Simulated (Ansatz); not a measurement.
The system is MoP.

```
Mo P
1.0
     3.22300    0.00000    0.00000
    -1.61150    2.79120    0.00000
     0.00000    0.00000    3.19100
Mo P
1 1
Direct
  0.00000 0.00000 0.00000
  0.33333 0.66667 0.50000
```

| Item | Value |
| --- | --- |
| Program | Ansatz 0.2.0 |
| Task | relaxation of cell and atoms |
| Functional | PBEsol |
| Potentials or basis | all-electron LAPW, scalar-relativistic |
| Basis error allowed | 0.001 eV/atom |
| k mesh | 10 × 10 × 8 |
| Occupations | fermi-dirac, width 0.05 eV |
| Spin | no spin polarisation |

At the start: volume 14.35 Å³/atom.

Q: How do energy, volume and symmetry change on relaxing?

A: Over 5 steps the energy falls by 2.8 meV/atom and the volume is 14.12 Å³/atom (-1.6 %); space group P-6m2 (No. 187, to 0.05 Å).

The path:
```tsv
step	energy change (eV)	largest force (eV/Å)	volume (Å³)
1	0.0000	0.0000	28.71
2	-0.0051	0.0000	28.12
3	-0.0055	0.0000	28.26
4	-0.0055	0.0000	28.25
5	-0.0055	0.0000	28.25
```

Final structure:
```
Mo P
1.0
     3.20666    0.00000    0.00000
    -1.60333    2.77705    0.00000
     0.00000    0.00000    3.17224
Mo P
1 1
Direct
  0.00000 0.00000 0.00000
  0.33333 0.66667 0.50000
```
